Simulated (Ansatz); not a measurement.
Structure types of As compared at 120 GPa

Structure types of As are relaxed in primitive cells with their symmetry kept at 120 GPa, first on PAW files, then by LAPW. The enthalpy is E + pV at zero temperature, without zero-point motion. Only the types listed were tried, and differences under about 5 meV/atom are mesh noise. The real phase may be another.

Level of theory: DFT with PBE, scalar-relativistic, in Ansatz 0.2.0; Fermi–Dirac smearing of 0.05 eV, no spin polarisation. LAPW: all electrons, basis error target 0.5 meV/atom; PAW: frozen-core files, cutoff 420 eV.

k meshes: fcc 18×18×18, bcc 19×19×19, hcp 17×17×9, sc 16×16×16, omega 9×9×13, simple hexagonal 18×18×17.

```
      start type                   ends as          a, b, c (Å)  V (Å³/atom)  H − H(lowest), LAPW (meV/atom)
             fcc                fcc, Fm-3m  3.596, 3.596, 3.596        11.62                               ?
             bcc                bcc, Im-3m  2.848, 2.848, 2.848        11.55                             0.0
             hcp             hcp, P6_3/mmc  2.564, 2.564, 4.071        11.59                               ?
              sc                 sc, Pm-3m  2.306, 2.306, 2.306        12.26                           325.2
           omega             omega, P6/mmm  4.081, 4.081, 2.414        11.60                            81.2
simple hexagonal  simple hexagonal, P6/mmm  2.452, 2.452, 2.309        12.03                           324.1
```

Question: Give the missing entry: row "hcp", column "H − H(lowest), LAPW (meV/atom)".

Answer: 137.4.

Question: Fill in "H − H(lowest), LAPW (meV/atom)" for the row "fcc".

Answer: 198.6.

Question: Split the lead of bcc over omega into energy and pV.

Answer: For omega less bcc: ΔE = +36.9 meV/atom, and p·ΔV = 120 GPa × +0.0592 Å³ × 6.242 meV/(GPa·Å³) = +44.3 meV/atom, together 81.2 meV/atom. bcc wins on both counts.
